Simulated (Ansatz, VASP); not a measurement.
Ti: VASP beside Ansatz

```
Ti
1.0
     4.59762    0.00000    0.00000
    -2.29881    3.98166    0.00000
     0.00000    0.00000    2.84496
Ti
3
Direct
  0.66667 0.33333 0.50000
  0.33333 0.66667 0.50000
  0.00000 0.00000 0.00000
```

Change from the starting cell: volume scaled by 1.02.

Alike in both runs: task single point; functional PBE; k mesh 7 × 7 × 9; occupations fermi-dirac, width 0.05 eV; no spin polarisation.

|  | VASP | Ansatz |
| --- | --- | --- |
| version | VASP 6.6.1 | Ansatz 0.2.0 |
| potentials or method | VASP PAW PBE potentials, release 64 (Ti_sv) | Ansatz PAW |
| plane-wave cutoff (eV) | 520 | 420 |
| valence electrons in the cell | 36 | 36 |

|  | VASP | Ansatz | Ansatz less VASP |
| --- | --- | --- | --- |
| gap on the k mesh at the Fermi level (eV) | none | none | - |
| pressure (GPa) | -1.6 | -1.4 | +0.22 |
| largest component of the traceless stress (GPa) | 0.17 | 0.18 | +0.005 |

A gap of «none» marks a metal or a gap that the smearing closes.
